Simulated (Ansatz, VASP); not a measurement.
PbS (Galena): VASP beside Ansatz

Contents of INCAR:

```
  ALGO = Normal
  EDIFF = 1E-6
  ENCUT = 520
  GGA = RP
  ISIF = 2
  ISMEAR = -1
  LASPH = True
  LCHARG = True
  LELF = True
  LREAL = False
  LVHAR = True
  LWAVE = False
  NBANDS = 17
  NELM = 60
  PREC = Accurate
  SIGMA = 0.05
```

File KPOINTS:

```
k-points
0
Gamma
  8 8 8
```

POSCAR

```
PbS
1.0
    0.0000000000      2.9657500000      2.9657500000
    2.9657500000      0.0000000000      2.9657500000
    2.9657500000      2.9657500000      0.0000000000
Pb S
1 1
Direct
    0.0000000000      0.0000000000      0.0000000000
    0.5000000000      0.5000000000      0.5000000000
```

The input input.yaml:

```yaml
crystal:
  lattice:
    - [0.0, 2.96575, 2.96575]
    - [2.96575, 0.0, 2.96575]
    - [2.96575, 2.96575, 0.0]
  atoms:
    - { symbol: Pb, position: [0.0, 0.0, 0.0] }
    - { symbol: S, position: [0.5, 0.5, 0.5] }
hamiltonian:
  xc: rpbe
  pseudopotentials: { kind: paw }
kpoints:
  mp_grid: { grid: [8, 8, 8] }
  band_path:
    path:
      - [[0.0, 0.0, 0.0], [0.5, 0.0, 0.5], [0.5, 0.25, 0.75], [0.375, 0.375, 0.75], [0.0, 0.0, 0.0], [0.5, 0.5, 0.5], [0.625, 0.25, 0.625], [0.5, 0.25, 0.75], [0.5, 0.5, 0.5], [0.375, 0.375, 0.75]]
      - [[0.625, 0.25, 0.625], [0.5, 0.0, 0.5]]
    npoints: 14
scf:
  occupations: { method: fermi_dirac, width: 0.05 }
  n_extra_bands: 6
output:
  forces: true
  stress: true
  eigenvalues: true
  fatbands: false
```

Alike in both runs: functional RPBE; k mesh 8 × 8 × 8; occupations fermi-dirac, width 0.05 eV; no spin polarisation.

|  | VASP | Ansatz |
| --- | --- | --- |
| version | VASP 6.6.1 | Ansatz 0.2.0 |
| potentials or method | VASP PAW PBE potentials, release 64 (Pb_d, S) | Ansatz PAW |
| plane-wave cutoff (eV) | 520 | 420 |
| valence electrons in the cell | 20 | 20 |
| task | single point | band structure |

Ansatz gave:

- gap on the k mesh at the Fermi level (eV): 0.45
- least direct gap on the mesh (eV): 0.45
- pressure (GPa): 4.2

**Question.** Which values does VASP return?

**Answer.** gap on the k mesh at the Fermi level (eV): 0.46; least direct gap on the mesh (eV): 0.46; pressure (GPa): 4.1.

With one functional, cell and mesh, what is left measures potentials, basis and numerics.

Caveats: spin-orbit coupling is left out, which as a rule narrows the gap of such compounds by several tenths of an eV; the PAW data sets were made with another functional, which shifts forces and pressure a little (VASP); the PAW data sets come from PBE, with cores solved anew for the run's functional, which leaves a small shift of forces and pressure (Ansatz).
